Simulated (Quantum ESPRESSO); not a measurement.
## MoS2 under changes of volume

One of the cells (27.693 Å³/atom); the others are scaled copies at fixed shape and fractional positions:

```
CELL_PARAMETERS angstrom
3.18402 0.00000 0.00000
-1.59201 2.75744 0.00000
0.00000 0.00000 28.38732
ATOMIC_POSITIONS crystal
Mo 0.33333 0.66667 0.22816
Mo 0.33333 0.66667 0.77184
Mo 0.66667 0.33333 0.00000
S 0.66667 0.33333 0.17349
S 0.66667 0.33333 0.71719
S 0.33333 0.66667 0.94533
S 0.66667 0.33333 0.28281
S 0.66667 0.33333 0.82651
S 0.33333 0.66667 0.05467
```

```yaml
Program: Quantum ESPRESSO 7.5
Functional: PBEsol
Potentials_or_basis: GBRV 1.5 PBEsol
Cutoff: 612 eV
Density_cutoff: 4898 eV
k_mesh: 10 × 10 × 1
Occupations: fermi-dirac, width 0.05 eV
Spin: no spin polarisation
```

| volume (Å³/atom) | energy over the lowest point (meV/atom) | gap on the mesh (eV) | largest force (eV/Å) |
| --- | --- | --- | --- |
| 26.031 | 12.97 | 1.33 | 0.957 |
| 26.585 | 2.55 | 1.33 | 0.561 |
| 27.139 | 0.00 | 1.32 | 0.196 |
| 27.693 | ? | ? | ? |
| 28.246 | 15.20 | 1.27 | 0.481 |
| 28.800 | 31.59 | 1.25 | 0.772 |
| 29.354 | 53.02 | 1.23 | 1.041 |

Q: What does the run at 27.693 Å³/atom give?

A: Energy over the lowest point 4.46 meV/atom; gap on the mesh 1.29 eV; largest force 0.167 eV/Å.

Worked out: A Birch-Murnaghan fit of order 3 (a polynomial in V^(-2/3)) to the other rows has its minimum at 27.05 Å³/atom with B0 = V·E''(V) = 101 GPa and B' = 4.4 at fixed shape and positions, which overstates the stiffness. It gives 4.47 meV/atom at 27.693 Å³/atom, against the run's 4.46. A parabola through the other rows of the gap, of slope -0.925 eV per unit of ln V there, gives 1.30 eV, against the run's 1.29.

Energies are extrapolated to zero smearing.

A mesh can miss the band edges. Spin-orbit coupling on Mo is left out.
